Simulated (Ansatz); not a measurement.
The system is GaN.

```
CELL_PARAMETERS angstrom
0.00000 2.13524 2.13524
2.13524 0.00000 2.13524
2.13524 2.13524 0.00000
ATOMIC_POSITIONS crystal
Ga 0.00000 0.00000 0.00000
N 0.50000 0.50000 0.50000
```

Measurements of this composition are mostly on another form, of space group No. 186.

Base run:

```yaml
Program: Ansatz 0.2.0
Functional: revPBE
Potentials_or_basis: Ansatz PAW
Cutoff: "420 eV (not typed: the program's choice for these potentials)"
k_mesh: 11 × 11 × 11
Occupations: fermi-dirac, width 0.05 eV
Spin: no spin polarisation
```

Its results: band gap on the k mesh 0.62 eV, indirect (least direct gap 2.37 eV); pressure 3.0 GPa.

Task: After a change of settings the same cell gave: band gap on the k mesh 0.47 eV, indirect (least direct gap 2.36 eV); pressure -7.7 GPa. Which change was it?
A. functional from revPBE to BLYP
B. functional from revPBE to RPBE
C. functional from revPBE to r2SCAN; cutoff from 420 eV (not typed: the program's choice for these potentials) to 500 eV (not typed: the program's choice for these potentials)
D. functional from revPBE to PBEsol

Result: D.

PBEsol binds more tightly than revPBE, so the same cell stands under less pressure.

Caveats: the k mesh misses the band edges, so the gap on the mesh is wider than the one along the path; the PAW data sets come from PBE, with cores solved anew for the run's functional, which leaves a small shift of forces and pressure.
